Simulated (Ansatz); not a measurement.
Write the native input for Ansatz 0.2.0 that does the following.

| Quantity | Value |
| --- | --- |
| Task | band structure |
| Functional | revPBE |
| Dispersion | D4 |
| Potentials or basis | Ansatz PAW |
| Cutoff | 420 eV (not typed: the program's choice for these potentials) |
| k mesh | 8 × 8 × 8 |
| Occupations | tetrahedron |
| Spin | collinear spin, ferromagnetic start |
| Starting moments | [0.5, 0.0] μB |
| Path | [["G", "X", "M", "G", "R", "X"], ["M", "R"]] |
| Points for each segment of the path | 14 |

KF:

```
K F
1.0
     3.25895    0.00000    0.00000
     0.00000    3.25895    0.00000
     0.00000    0.00000    3.25895
K F
1 1
Direct
  0.00000 0.00000 0.00000
  0.50000 0.50000 0.50000
```

The cell comes from a database or a generator and needn't be the stable form of this composition.

One way to write it, as run:

input.yaml

```yaml
crystal:
  lattice:
    - [3.258955, 0.0, 0.0]
    - [0.0, 3.258955, 0.0]
    - [0.0, 0.0, 3.258955]
  atoms:
    - { symbol: K, position: [0.0, 0.0, 0.0], spin: 0.5 }
    - { symbol: F, position: [0.5, 0.5, 0.5] }
hamiltonian:
  xc: revpbe
  pseudopotentials: { kind: paw }
  dispersion: d4
magnetization:
  spin_polarized: true
kpoints:
  mp_grid: { grid: [8, 8, 8] }
  band_path:
    path:
      - [[0.0, 0.0, 0.0], [0.0, 0.5, 0.0], [0.5, 0.5, 0.0], [0.0, 0.0, 0.0], [0.5, 0.5, 0.5], [0.0, 0.5, 0.0]]
      - [[0.5, 0.5, 0.0], [0.5, 0.5, 0.5]]
    npoints: 14
scf:
  occupations: { method: tetrahedron }
  n_extra_bands: 6
output:
  forces: true
  stress: true
  fatbands: true
```

Potentials or basis: Ansatz PAW.

The run is started by

```bash
$ ansatz run input.yaml --threads 1 --pin off --max-ram 2560MiB --backend cpu --events-out ev --progress --plain --runs-dir out
```

It gave:

```
Pressure                : 1.4 GPa
Band gap on the k mesh  : 6.52 eV, indirect (least direct gap 6.57 eV)
Band gap along the path : 6.52 eV, indirect (least direct gap 6.57 eV)
Net moment              : 0.00 μB per cell
Absolute moment         : 0.00 μB per cell
```

Caveat: the PAW data sets come from PBE, with cores solved anew for the run's functional, which leaves a small shift of forces and pressure; with tetrahedron occupations forces and stress needn't match the slope of the energy; the starting moments weren't kept.

Run time: 4.7 s on 1 thread of Arm Neoverse V2, on a shared host, peak memory 0.27 GiB.
